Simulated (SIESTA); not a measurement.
MgS:

```
S Mg
1.0
     0.00000    2.83312    2.83312
     2.83312    0.00000    2.83312
     2.83312    2.83312    0.00000
S Mg
1 1
Direct
  0.25000 0.25000 0.25000
  0.00000 0.00000 0.00000
```

The cell comes from a database or a generator and needn't be the stable form of this composition.

```yaml
Program: SIESTA 5.4.2
Task: single point
Functional: PBE
Potentials_or_basis: PseudoDojo 0.4 standard (PBE files)
Basis: DZP (energy shift 0.003 Ry; two zetas on semicore shells)
Grid_cutoff: 800 Ry
Energy_shift: 0.003 Ry
k_mesh: 8 × 8 × 8
Occupations: fermi-dirac, width 0.05 eV
Spin: no spin polarisation
```

On this cell: pressure 2.7 GPa; largest force zero by symmetry; band gap on the k mesh 3.39 eV, direct.

The same run follows on a disturbed copy (atoms moved at random, drawn with an rms of 0.05 Å):

```
S Mg
1.0
     0.00000    2.83312    2.83312
     2.83312    0.00000    2.83312
     2.83312    2.83312    0.00000
S Mg
1 1
Direct
  0.25779 0.24666 0.25028
  0.98714 0.01107 0.00340
```

Q: What does the disturbed cell give?

A: The energy moves by +8.6 meV/atom; pressure 2.8 GPa; largest force 0.483 eV/Å; band gap on the k mesh 3.31 eV, direct.

Forces in eV/Å, atoms in the order of the input:
```
S    0.321 -0.322 -0.162
Mg  -0.320  0.312  0.164
```

Stress tensor (GPa, compression positive):
```
 2.78 -0.59 -1.30
-0.59  2.78  1.31
-1.30  1.31  2.86
```

Caveats: the basis of atomic orbitals isn't converged, which shifts pressures, moduli and gaps.

A k mesh can miss the band edges.
